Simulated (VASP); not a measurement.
A run of VASP 6.6.1:

INCAR

```
  PREC = Accurate
  ENCUT = 600
  EDIFF = 1E-7
  ISMEAR = 0
  SIGMA = 0.1
  LREAL = False
  LASPH = True
  NELM = 100
  ALGO = Normal
  ISIF = 3
  LWAVE = False
  LCHARG = False
  GGA = RP
  IBRION = 2
  NSW = 90
  EDIFFG = -0.005
```

The input KPOINTS:

```
regular mesh
0
Gamma
  18 18 18
```

POSCAR

```
Pd
1.0
   -1.5431889800      1.5431889800      1.5431889800
    1.5431889800     -1.5431889800      1.5431889800
    1.5431889800      1.5431889800     -1.5431889800
Pd
1
Direct
    0.0000000000      0.0000000000      0.0000000000
```

Potentials or basis: VASP PAW PBE potentials, release 64 (Pd).

The run is started by

```bash
$ cat potpaw_PBE.64/Pd/POTCAR > POTCAR
$ mpirun -np 1 vasp_std > vasp.out
```

Hardware: 1 thread of Intel(R) Xeon(R) 6975P-C (Granite Rapids), with other jobs on the host.

Estimate the wall time of this run.

Wall time 24 s on 1 thread of Intel(R) Xeon(R) 6975P-C (Granite Rapids) (shared host), peak memory 0.18 GiB. Counts: scf iterations 34, k points 195, ion steps 4.
